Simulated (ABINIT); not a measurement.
PbS in ABINIT: convergence with cutoff

Crystal: PbS.

```xyz
4
Lattice="2.0800 -5.9913 0.0000 2.0800 5.9913 0.0000 0.0000 0.0000 4.2793" Properties=species:S:1:pos:R:3 pbc="T T T"
Pb    2.0800    4.4268    1.0698
Pb    2.0800   -4.4268    3.2095
S     2.0800    1.7399    1.0698
S     2.0800   -1.7399    3.2095
```

Measurements of this composition are mostly on another form, of space group No. 225.

| Item | Value |
| --- | --- |
| Program | ABINIT 10.8.3 (patched build) |
| Task | single point |
| Functional | BLYP |
| Potentials or basis | JTH PAW PBE v2.0 sp |
| Cutoff | 218 eV |
| k mesh | 7 × 7 × 6 |
| Occupations | fermi-dirac, width 0.05 eV |
| Spin | no spin polarisation |

These are the settings of the first run; the series varies cutoff, with any setting tied to it.

Hardware: 1 thread of Arm Neoverse V2, with other jobs on the host.

Question: The values tried are 8 Ha, 10 Ha, 12 Ha, 14 Ha, 17 Ha, 20 Ha, 23 Ha, 27 Ha, 32 Ha, loosest first. From which on does the gap on the mesh stay within 0.01 eV of the tightest run that finished?

Answer: From 12 Ha on.

```csv
cutoff,"energy less the tightest run, at zero smearing (meV/atom)",largest force (eV/Å),gap on the mesh (eV),SCF cycles,CPU time (s),peak memory (GiB)
8 Ha,73.08,0.387,1.294,13,36,0.21
10 Ha,15.58,0.376,1.291,14,49,0.22
12 Ha,5.00,0.370,1.286,14,63,0.23
14 Ha,3.17,0.366,1.282,13,80,0.25
17 Ha,1.68,0.363,1.279,13,98,0.27
20 Ha,0.71,0.362,1.278,16,150,0.3
23 Ha,0.40,0.361,1.277,17,180,0.32
27 Ha,0.25,0.361,1.277,16,220,0.36
32 Ha,0.00,0.361,1.277,18,300,0.42
```

Against the tightest run, the energy stays within 1 meV/atom from 20 Ha on; the largest force stays within 0.005 eV/Å from 17 Ha on. The tightest run that finished is the yardstick and may itself not be fully converged.

Caveat, for the tightest run too: the PAW data sets were made with another functional, which shifts forces and pressure a little; spin-orbit coupling is left out, which as a rule narrows the gap of such compounds by several tenths of an eV; this set keeps more shells in the core, which shifts pressures and gaps; an odd mesh through Γ misses points on the zone boundary, where band edges often lie.
